Count the electrons first. A gadolinium atom brings seven 4f electrons and three outer ones, and an oxygen atom takes two electrons to close its shell. One electron per GdO unit is left over and has to live in a conduction band. Seven parallel 4f spins give a moment of 7 μB (Bohr magnetons), and the leftover electron, unless it points against them, adds anything from nothing, if its spin is unpolarised, to one more, if it is fully aligned.

Ansatz 0.2.0, all-electron LAPW, PBE, scalar-relativistic, collinear spins started parallel; target basis error 1 meV/atom, 12 × 12 × 12 k points, Fermi-Dirac smearing 0.08 eV. GdO, space group F-43m, 2 atoms per cell, measured cell (COD) scaled in volume with its shape held. Pressure is positive in compression; energies are free energies with the smearing term.

```tsv
V/V(given)	volume (Å³/atom)	pressure, LAPW (GPa)	cell moment, LAPW (muB)	energy above the lowest row, LAPW (meV/atom)
0.9405	18.51	5.89	7.51	18.4
0.9800	19.29	1.43	7.52	1.1
1.0000	19.68	-0.51	7.51	0.0
1.0200	20.08	-2.25	7.51	3.4
1.0600	20.86	-5.22	7.50	22.0
```

In the table, V/V(given) is the volume divided by that of the measured cell, and a positive pressure means that the crystal pushes outward. The cell moment is the spin moment of one GdO unit. It stays close to 7.5 μB in every row, while the pressure falls from almost 6 GPa to below −5 GPa. The two columns behave so differently because a change of volume acts mainly on the outer electrons, whereas most of the moment sits in a compact inner shell.

The pressure is what remains of two large opposing effects. When the cell expands, the electrons are less confined and their kinetic energy falls, but charges that attract each other move apart, which costs energy. Between 1.00 and 1.02 the calculation gives a kinetic gain of 1.378 eV per cell and a cost of 1.388 eV in Coulomb and exchange-correlation energy. The cost wins by about 0.01 eV, so the stretched crystal pulls inward. In the step before, from 0.98 to 1.00, the two cancel almost exactly, because the balance point lies inside that step.

The pressure also falls more and more slowly. The bulk modulus, which is the pressure needed per relative change of volume, drops from 108 GPa in the most compressed step to 77 GPa in the most stretched one. A simple ionic picture, which leaves out the conduction electron and is not tested here, suggests the reason. The repulsion between filled shells comes from their overlap and fades almost exponentially with distance, while the Coulomb attraction between ions fades only as the inverse distance. Compression therefore meets a steeply rising resistance, and stretching meets a weakening one.

For practical use, near zero pressure one per cent of volume is worth about 1 GPa. The same rule fails in opposite directions at the two ends of the table. The most compressed cell is about 5.4% below the balance volume and has a pressure of 5.89 GPa, more than the rule gives. The most stretched cell is about 6.6% above it and reaches only −5.22 GPa, less in size than the rule gives.

One detail looks irregular: the row of lowest energy, 1.00, does not have zero pressure. Interpolation puts the zero at about 0.995, between two rows, and 1.00 is simply the nearer one. The row at 0.98 lies only 1.1 meV/atom higher, which is as small as the basis error aimed at, so the difference deserves a test.

The test uses the rule that energy changes by minus pressure times change of volume. The mean of 1.43 and −0.51 GPa is 0.46 GPa, and the volume grows by 2% of 19.68 Å³, or 0.39 Å³ per atom. The product is 0.18 GPa Å³, and since 1 GPa Å³ is about 6.2 meV, the energy should fall by 1.1 meV/atom, as it does. In the wider steps the estimate stays within 3% of the computed energy change. Its error there has a plain origin: a straight line between two points of a sagging pressure curve runs above the curve. The printed output after this text has all four steps.

The moment follows from the opening count once the leftover electron is divided between the two spin directions. At the given volume the occupations put 0.757 of it in the majority spin and 0.243 in the minority spin. The difference is 0.514, and with the seven 4f spins this makes 7.51 μB. A half-integer moment here does not mean a partly filled majority 4f shell. That shell is full and lies about 4.6 eV below the Fermi level, the energy up to which states are filled. PBE tends to bind such a shell too weakly, but this does not change the count.

Why is the leftover electron polarised only by half? Exchange with the 4f spins favours a parallel conduction electron, and the bands show the result in the companion PAW calculation at the given volume. The conduction band starts 2.1 eV below the Fermi level for majority spin and 1.4 eV below it for minority spin. For full alignment the majority band, which is about 2.4 eV wide, would have to be filled to its top while the whole minority band stayed empty. That takes a shift between the two spins larger than the width of the band. The actual shift is only 0.7 eV, so the minority band keeps some of the charge.

Metallic gadolinium is a simpler system of the same kind. There too a half-filled 4f shell polarises the conduction electrons, and the moment per atom is roughly 7.6 μB, a rough recalled value. The likeness covers the form of the answer, seven plus a fraction, and no more. The metal has three conduction electrons per atom and no oxygen, so the two fractions have different origins in detail.

This picture also explains why the volume matters so little. The seven is fixed by a full shell, so only the division of a single electron can shift. That division depends mainly on the width of the conduction band and on the shift between the spins, and both barely change: from 0.98 to 1.02 the width stays near 2.4 eV and the shift near 0.7 eV. The bands of the two outermost rows were not compared. Between 0.98 and 1.06 about one hundredth of an electron passes from majority to minority spin, and since each transfer counts twice, the moment falls by 0.02 μB. Calculations with frozen cores repeat this fall and the very shallow maximum at 0.98. The cause of the fall is untested, and part of it may come from the settings. PBE places the empty minority 4f levels only about 0.5 eV above the Fermi level, which is too close. By a rough estimate, the smearing of 0.08 eV then puts one or two hundredths of an electron into them, at least as much as the whole fall involves. A run with less smearing would show how much of the fall remains. The minority conduction band also runs into these 4f levels and can mix with them, so the size of the extra half moment may itself depend on where PBE places them.

The count holds for the state that was computed. With one gadolinium atom per cell all 4f spins are forced to be parallel from cell to cell, and an antiparallel order, in which the moments would cancel, was not compared. Other states of the open 4f shell were not tried either, so the computed state may not be the lowest. The volume dependence belongs to this parallel state and to this arrangement of atoms.

The larger open question is whether the measured crystal was GdO at all. The cubic edge of the given cell is 5.4 Å, about half the edge of ordinary Gd₂O₃, which is roughly 11 Å (again a recalled value). The small pressure at that volume shows that the cell suits the model structure, but it does not identify the compound. The electron count shows what is at stake: with three oxygen atoms for every two gadolinium atoms, oxygen takes all three outer electrons, and both the conduction electron and the extra half of a Bohr magneton disappear. Was there ever a leftover electron in the crystal that was measured?

Printed output of the fit:

```
Steps from the row above to this row:
   row  'secant bulk modulus (GPa)'  'mean pressure (GPa)'  'work of the pressure (meV/atom)'  'energy step (meV/atom)'
  0.98                        108.4                   3.66                             -17.76                     -17.3
   1.0                        96.03                   0.46                              -1.13                      -1.1
  1.02                        87.87                  -1.38                               3.39                       3.4
  1.06                        77.21                 -3.735                              18.35                      18.6
Scale at which the pressure crosses zero, interpolated: 0.9947
Secant bulk modulus, first step over last step: 1.404
Volume range of the series, percent of the smallest: 12.71
Kinetic energy change 0.98 to 1.00, eV per cell: -1.415
Coulomb plus exchange-correlation change 0.98 to 1.00, eV per cell: 1.414
Kinetic energy change 1.00 to 1.02, eV per cell: -1.378
Coulomb plus exchange-correlation change 1.00 to 1.02, eV per cell: 1.388
Conduction electron and energy without smearing:
     row  'majority part'  'minority part'  '7 plus difference (muB)'  'energy at zero smearing (meV/atom)'
  0.9405           0.7577           0.2423                      7.515                                 17.43
    0.98           0.7585           0.2415                      7.517                                  0.73
     1.0           0.7571           0.2429                      7.514                                     0
    1.02            0.755            0.245                       7.51                                 3.805
    1.06           0.7487           0.2513                      7.497                                 23.31
Range of the LAPW moment, muB: 0.02
Largest pressure difference between PAW and LAPW, GPa: 0.02019
Moment with PAW:
     row  'cell moment with PAW (muB)'
  0.9405                         7.519
    0.98                         7.521
     1.0                         7.519
    1.02                         7.514
    1.06                         7.502
Moment outside the atomic spheres at 1.00, muB: 0.5216
Majority 4f level below the Fermi level at 1.00, eV: 4.608
Minority 4f level above the Fermi level at 1.00, eV: 0.452
Majority conduction band bottom below the Fermi level at 1.00, eV: 2.145
Minority conduction band bottom below the Fermi level at 1.00, eV: 1.42
Cubic edge at the given volume, angstrom: 5.4
```
